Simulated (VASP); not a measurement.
# Cs (I4/mmm) in VASP: notebook, part 2 of 2

VASP 6.6.1.

## (4) Single point, PBE

INCAR

```
PREC = Accurate
ENCUT = 450
EDIFF = 1E-6
ISMEAR = 1
SIGMA = 0.15
LREAL = False
LASPH = True
NELM = 100
ALGO = Normal
ISIF = 2
LWAVE = False
LCHARG = False
GGA = PE
NBANDS = 10
ADDGRID = False
```

KPOINTS

```
regular mesh
0
Gamma
  10 10 10
```

POSCAR

```
Cs
1.0
   -2.6528630000      2.7200140000      3.9488130000
    2.8833600000     -2.6988260000      4.0893020000
    2.7318000000      2.7777640000     -3.9345920000
Cs
1
Direct
    0.0073440000      0.0133040000      0.0001460000
```

Potentials or basis: VASP PAW PBE potentials, release 64 (Cs_sv).

On the command line:

```
cat potpaw_PBE.64/Cs_sv/POTCAR > POTCAR
mpirun -np 1 vasp_std > vasp.out
```

OUTCAR:

```text
PREC = Accurate
   ENCUT = 450
   EDIFF = 1E-6
   ISMEAR = 1
   LREAL = False
   LASPH = True
   NELM = 100
   ISIF = 2
   GGA = PE

 Found    504 irreducible k-points:

 Following reciprocal coordinates:
            Coordinates               Weight
  0.000000  0.000000  0.000000      1.000000
  0.100000 -0.000000  0.000000      2.000000
  0.200000 -0.000000  0.000000      2.000000
  0.300000  0.000000 -0.000000      2.000000
  0.400000 -0.000000  0.000000      2.000000
  0.500000  0.000000  0.000000      1.000000
   k-points           NKPTS =    504   k-points in BZ     NKDIM =    504   number of bands    NBANDS=     10
   number of dos      NEDOS =    301   number of ions     NIONS =      1
   total plane-waves  NPLWV =  64000
   dimension x,y,z NGX =    40 NGY =   40 NGZ =   40
   dimension x,y,z NGXF=    80 NGYF=   80 NGZF=   80
   ions per type =               1
   NGX,Y,Z   is equivalent  to a cutoff of  12.13, 11.70, 12.01 a.u.
   NGXF,Y,Z  is equivalent  to a cutoff of  24.27, 23.39, 24.02 a.u.
 SYSTEM =  unknown system
   PREC   = accura    normal or accurate (medium, high low for compatibility)
   ISTART =      0    job   : 0-new  1-cont  2-samecut
   ICHARG =      2    charge: 1-file 2-atom 10-const
   ISPIN  =      1    spin polarized calculation?
   LNONCOLLINEAR =      F non collinear calculations
   LSORBIT =      F    spin-orbit coupling
   LASPH  =      T    aspherical Exc in radial PAW
   ENCUT  =  450.0 eV  33.07 Ry    5.75 a.u.   9.48  9.83  9.58*2*pi/ulx,y,z
   NELM   =    100;   NELMIN=  2; NELMDL= -5     # of ELM steps
   EDIFF  = 0.1E-05   stopping-criterion for ELM
   LREAL  =      F    real-space projection
   EDIFFG = 0.1E-04   stopping-criterion for IOM
   NSW    =      0    number of steps for IOM
   IBRION =     -1    ionic relax: 0-MD 1-quasi-New 2-CG
   NFREE  =      0    steps in history (QN), initial steepest desc. (CG)
   ISIF   =      2    stress and relaxation
   ISYM   =      2    0-nonsym 1-usesym 2-fastsym
   POTIM  = 0.5000    time-step for ionic-motion
   TEBEG  =    0.0;   TEEND  =   0.0 temperature during run
   PSTRESS=    0.0 pullay stress
   NELECT =       9.0000    total number of electrons
   NUPDOWN=      -1.0000    fix difference up-down
   EMIN   =  10.00;   EMAX   =-10.00  energy-range for DOS
   EFERMI =   0.00;   METHOD = LEGACY
   ISMEAR =     1;   SIGMA  =   0.15  broadening in eV -4-tet -1-fermi 0-gaus
   EFERMI_NEDOS =   21; number of points for ismear=-14 and -15
   IALGO  =     38    algorithm
   IMIX   =      4    mixing-type and parameters
     AMIX     =   0.40;   BMIX     =  1.00
     AMIX_MAG =   1.60;   BMIX_MAG =  1.00
  volume/ion in A,a.u.               =     123.95       836.44
  Fermi-wavevector in a.u.,A,eV,Ry     =   0.682981  1.290648  6.346621  0.466464
  Thomas-Fermi vector in A             =   1.762213
   LORBIT       =      0    0 simple, 1 ext, 2 COOP (PROOUT), +10 PAW based schemes
   GGA     = PE    functional components
   LHFCALC =     F    Hartree Fock is set to
   AEXX    =    0.0000 exact exchange contribution
   IVDW    =     0    specifies the selected vdW correction
   LEPSILON=     F    determine dielectric tensor
   LRPA    =     F    only Hartree local field effects (RPA)
 non-spin polarized calculation
 Methfessel and Paxton  Order N= 1 SIGMA  =   0.15
  energy-cutoff  :      450.00
  volume of cell :      123.95
 maximum number of plane-waves:      2714
 NGX is ok and might be reduce to    40

 number of electron       9.0000000 magnetization

 Free energy of the ion-electron system (eV)
  ---------------------------------------------------
  ext. energy  EPLUGINS =         0.00000000
  ---------------------------------------------------
  free energy    TOTEN  =        -0.84674082 eV

  energy without entropy =       -0.84559640  energy(sigma->0) =       -0.84635934

 E-fermi :   0.2629     XC(G=0):  -5.2217

 val. band max:        0.2581051055   @ k =   0.5000   0.1000   0.3000
 cond. band min:       0.2673891330   @ k =   0.2000   0.5000   0.1000
 fundamental gap:      0.0092840275
 Fermi energy:         0.2628896485

 k-point     1 :       0.0000    0.0000    0.0000
  band No.  band energies     occupation
      1     -23.6244      2.00000
      2     -10.3840      2.00000
      3     -10.3768      2.00000
      4     -10.3755      2.00000
      5      -1.3291      2.00000
      6       2.4853     -0.00000
      7       2.7457     -0.00000
      8       2.7985     -0.00000
      9       3.6083      0.00000
     10       3.7918      0.00000
[... 53 lines left out ...]
 k-point     6 :       0.5000    0.0000    0.0000
  band No.  band energies     occupation
      1     -23.6198      2.00000
      2     -10.4875      2.00000
      3     -10.3966      2.00000
      4     -10.3914      2.00000
      5       0.2811      0.79580
      6       0.9946     -0.00000
      7       2.4639     -0.00000
      8       2.6166     -0.00000
      9       4.1354      0.00000
     10       4.5761      0.00000

 [... further k-points ...]

------------------------ aborting loop because EDIFF is reached ----------------------------------------

  FORCE on cell =-STRESS in cart. coord.  units (eV):
  Direction    XX          YY          ZZ          XY          YZ          ZX
  --------------------------------------------------------------------------------------
  -------------------------------------------------------------------------------------
  Total       -0.0928149     -0.0513583     -0.0783346     -0.0031330     -0.0033925     -0.0481968
  in kB       -1.1997424     -0.6638663     -1.0125674     -0.0404980     -0.0438523     -0.6229999
  external PRESSURE =      -0.9587254 kB  Pullay stress =       0.0000000 kB

 VOLUME and BASIS-vectors are now :
 -----------------------------------------------------------------------------
  energy-cutoff  :      450.00
  volume of cell :      123.95
      direct lattice vectors                 reciprocal lattice vectors
    -2.652863000  2.720014000  3.948813000    -0.005972949  0.181656419  0.124099719
     2.883360000 -2.698826000  4.089302000     0.174839185 -0.002819191  0.119401107
     2.731800000  2.777764000 -3.934592000     0.175719406  0.179382947 -0.005511685

 POSITION                                       TOTAL-FORCE (eV/Angst)
 -----------------------------------------------------------------------------------
      0.01928     -0.01552      0.08283        -0.000000     -0.000000      0.000000
 -----------------------------------------------------------------------------------
    total drift:                               -0.000001      0.000003     -0.000002

  FREE ENERGIE OF THE ION-ELECTRON SYSTEM (eV)
  ---------------------------------------------------
  free  energy   TOTEN  =        -0.8467408180 eV

  energy  without entropy=       -0.8455963991  energy(sigma->0) =       -0.84635934
```

OSZICAR:

```text
N       E                     dE             d eps       ncg     rms          rms(c)
DAV:   1     0.507217230670E+02    0.50722E+02   -0.26373E+03 10080   0.551E+02
DAV:   2     0.428857717179E+01   -0.46433E+02   -0.45386E+02 12632   0.104E+02
DAV:   3    -0.770430225474E+00   -0.50590E+01   -0.50520E+01 11676   0.403E+01
DAV:   4    -0.844432023325E+00   -0.74002E-01   -0.73987E-01 13444   0.579E+00
DAV:   5    -0.844795296658E+00   -0.36327E-03   -0.36326E-03 13954   0.373E-01    0.125E-01
DAV:   6    -0.845557292303E+00   -0.76200E-03   -0.12125E-03 13366   0.168E-01    0.878E-02
DAV:   7    -0.846666115753E+00   -0.11088E-02   -0.34273E-03 11230   0.293E-01    0.336E-02
DAV:   8    -0.846739734793E+00   -0.73619E-04   -0.11173E-04 12010   0.645E-02    0.451E-03
DAV:   9    -0.846741467532E+00   -0.17327E-05   -0.48877E-06 15802   0.109E-02    0.323E-03
DAV:  10    -0.846740817969E+00    0.64956E-06   -0.13759E-06 11598   0.463E-03
   1 F= -.84674082E+00 E0= -.84635934E+00  d E =-.114442E-02
```

Run time: 3.3 min. Hardware: 1 thread of Intel Xeon Platinum 8488C (Sapphire Rapids), shared host; peak memory 0.59 GiB.

The run converged, but some of its settings lie outside the range that counts as converged, so its numbers aren't taken as properties of the crystal.

What came out:

```
Free energy            : -0.8467 eV
Pressure               : -0.1 GPa
Band gap on the k mesh : none (metal or under the smearing width)
```

## (5) Single point, PBE

This run uses another cell than the first one, of the same volume but with other edges.

INCAR, as its differences from that of step 4:

```diff
@@ -4,3 +4,3 @@
 ISMEAR = 1
-SIGMA = 0.15
+SIGMA = 0.4
 LREAL = False
```

KPOINTS is that of step 4.

POSCAR

```
Cs
1.0
   -2.7500754600      2.7500754600      4.0972389800
    2.7500754600     -2.7500754600      4.0972389800
    2.7500754600      2.7500754600     -4.0972389800
Cs
1
Direct
    0.0000000000      0.0000000000      0.0000000000
```

On the command line:

```
cat potpaw_PBE.64/Cs_sv/POTCAR > POTCAR
mpirun -np 1 vasp_std > vasp.out
```

Run time: 43 s. Hardware: 1 thread of Intel Xeon Platinum 8488C (Sapphire Rapids), shared host; peak memory 0.28 GiB.

These settings aren't checked as converged: the numbers below hold their error.

What came out:

```
Free energy            : -0.8499 eV
Pressure               : -0.1 GPa
Band gap on the k mesh : none (metal or under the smearing width)
```

## (6) Single point, PBE

INCAR is that of step 5.

KPOINTS is that of step 5.

POSCAR

```
Cs
1.0
   -2.6528630000      2.7200140000      3.9488130000
    2.8833600000     -2.6988260000      4.0893020000
    2.7318000000      2.7777640000     -3.9345920000
Cs
1
Direct
    0.0073440000      0.0133040000      0.0001460000
```

Potentials or basis: VASP PAW PBE potentials, release 64 (Cs_sv).

On the command line:

```
cat potpaw_PBE.64/Cs_sv/POTCAR > POTCAR
mpirun -np 1 vasp_std > vasp.out
```

Run time: 3.3 min. Hardware: 1 thread of Intel Xeon Platinum 8488C (Sapphire Rapids), shared host; peak memory 0.59 GiB.

These settings aren't checked as converged: the numbers below hold their error.

Results:

| Item | Value |
| --- | --- |
| Free energy | -0.8484 eV |
| Pressure | -0.1 GPa |
| Band gap on the k mesh | none (metal or under the smearing width) |
